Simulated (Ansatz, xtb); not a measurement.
## Ligand exchange: CHF3 + GaH2(SH) → CHF3S + GaH3

Species: CHF3 (trifluoromethane) `FC(F)F`, singlet; GaH2(SH), singlet; CHF3S (trifluoromethanethiol) `FC(F)(F)S`, singlet; GaH3 `[GaH3]`, singlet. The partners trade H for SH: C–H and Ga–SH bonds give way to C–SH and Ga–H.

Shapes, held fixed at every level: PBE0-D4/def2-TZVP. Programs: Ansatz 0.2.0, xtb 6.7.1. The zero-point and thermal change to 298 K, harmonic and unscaled (PBE0-D4/def2-TZVP), is -14.3 kJ/mol.

```json
{"level": "GFN0-xTB", "kind": "semi-empirical", "ΔH(298 K) (kJ/mol)": "+82.5", "less CCSD(T)/def2-TZVPP": "-77.6"}
{"level": "HF/def2-TZVPP", "kind": "Hartree–Fock", "ΔH(298 K) (kJ/mol)": "+167.2", "less CCSD(T)/def2-TZVPP": "+7.1"}
{"level": "PBE-D4/def2-TZVPP", "kind": "GGA", "ΔH(298 K) (kJ/mol)": "+150.1", "less CCSD(T)/def2-TZVPP": "-10.0"}
{"level": "r2SCAN-D4/def2-TZVPP", "kind": "meta-GGA", "ΔH(298 K) (kJ/mol)": "+153.3", "less CCSD(T)/def2-TZVPP": "-6.8"}
{"level": "wB97M-V/def2-TZVPP", "kind": "range-separated hybrid", "ΔH(298 K) (kJ/mol)": "+148.1", "less CCSD(T)/def2-TZVPP": "-12.0"}
{"level": "wB97X-V/def2-TZVPP", "kind": "range-separated hybrid", "ΔH(298 K) (kJ/mol)": "+148.3", "less CCSD(T)/def2-TZVPP": "-11.8"}
{"level": "MP2/def2-SVP", "kind": "perturbation theory", "ΔH(298 K) (kJ/mol)": "+160.1", "less CCSD(T)/def2-TZVPP": "0.0"}
{"level": "CCSD(T)/def2-SVP", "kind": "coupled cluster or CI", "ΔH(298 K) (kJ/mol)": "+155.9", "less CCSD(T)/def2-TZVPP": "-4.2"}
{"level": "CCSD(T)/def2-TZVPP", "kind": "coupled cluster or CI", "ΔH(298 K) (kJ/mol)": "+160.1", "less CCSD(T)/def2-TZVPP": "0.0"}
```

The highest level, CCSD(T)/def2-TZVPP, gives ΔH(298 K) = +160.1 kJ/mol; the levels span +82.5 to +167.2. GFN0-xTB strays far from the other rows. The column of differences is taken from that level and isn't an error. No measured value is set beside it here. Relativity is left out for Ga unless named. Correlated rows may include outer-core shells of Ga, which these sets cover unevenly.
